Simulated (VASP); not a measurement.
Crystal: Ru.

```
CELL_PARAMETERS angstrom
2.70580 0.00000 0.00000
-1.35290 2.34329 0.00000
0.00000 0.00000 4.28190
ATOMIC_POSITIONS crystal
Ru 0.66667 0.33333 0.75000
Ru 0.33333 0.66667 0.25000
```

| Quantity | Value |
| --- | --- |
| Program | VASP 6.6.1 |
| Task | relaxation of cell and atoms |
| Functional | SCAN |
| Dispersion | D4 |
| Potentials or basis | VASP PAW PBE potentials, release 64 (Ru_pv) |
| Cutoff | 600 eV |
| k mesh | 11 × 11 × 6 |
| Occupations | fermi-dirac, width 0.05 eV |
| Spin | no spin polarisation |

At the start: pressure -6.5 GPa; volume 13.57 Å³/atom.

**Question.** How do energy, volume and symmetry change on relaxing?

**Answer.** Over 10 steps the energy falls by 6.4 meV/atom and the volume is 13.32 Å³/atom (-1.9 %); space group P6_3/mmc (No. 194, to 0.05 Å).

Step by step:
| step | energy change (eV) | largest force (eV/Å) | pressure (GPa) | volume (Å³) |
| --- | --- | --- | --- | --- |
| 1 | 0.0000 | 0.0000 | -6.53 | 27.15 |
| 2 | 0.1053 | 0.0000 | 25.95 | 25.03 |
| 3 | -0.0129 | 0.0000 | 0.51 | 26.60 |
| 4 | -0.0128 | 0.0000 | 0.03 | 26.64 |
| 5 | -0.0129 | 0.0000 | 0.17 | 26.63 |
| 6 | -0.0129 | 0.0000 | 0.11 | 26.63 |
| 7 | -0.0129 | 0.0000 | 0.14 | 26.63 |
| 8 | -0.0129 | 0.0000 | 0.13 | 26.63 |
| 9 | -0.0128 | 0.0000 | -0.30 | 26.66 |
| 10 | -0.0129 | 0.0000 | 0.00 | 26.64 |

Final structure:
```
CELL_PARAMETERS angstrom
2.69179 0.00000 0.00000
-1.34590 2.33116 0.00000
0.00000 0.00000 4.24551
ATOMIC_POSITIONS crystal
Ru 0.66667 0.33333 0.75000
Ru 0.33333 0.66667 0.25000
```

Caveat: the PAW data sets were made with another functional, which shifts forces and pressure a little; pairwise dispersion overbinds metals, which lowers pressure and volume.
